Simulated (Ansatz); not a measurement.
**Fe (fcc): energy against volume**

Method: DFT, PBE, plane waves (420 eV) with PAW, scalar-relativistic in Ansatz.

The cell is scaled uniformly from the relaxed one, with fractional coordinates and shape fixed. Energies are extrapolated to zero smearing, pressures are those at the given smearing. Magnetic state: spin not included. It is not the lowest magnetic state of this structure.

A Birch-Murnaghan fit gives V₀ = 10.25 Å³/atom, B₀ = 286 GPa, B₀′ = 4.6.

Task: What are the energy above the minimum and the pressure at 9.453 Å³/atom?

Result: 64.9 meV/atom and 28.70 GPa as computed.

Task: What are the energy above the minimum and the pressure at 9.864 Å³/atom?

Result: 14.1 meV/atom and 12.78 GPa as computed.

Task: What are the energy above the minimum and the pressure at 11.097 Å³/atom?

Result: 53.6 meV/atom and -18.20 GPa as computed.
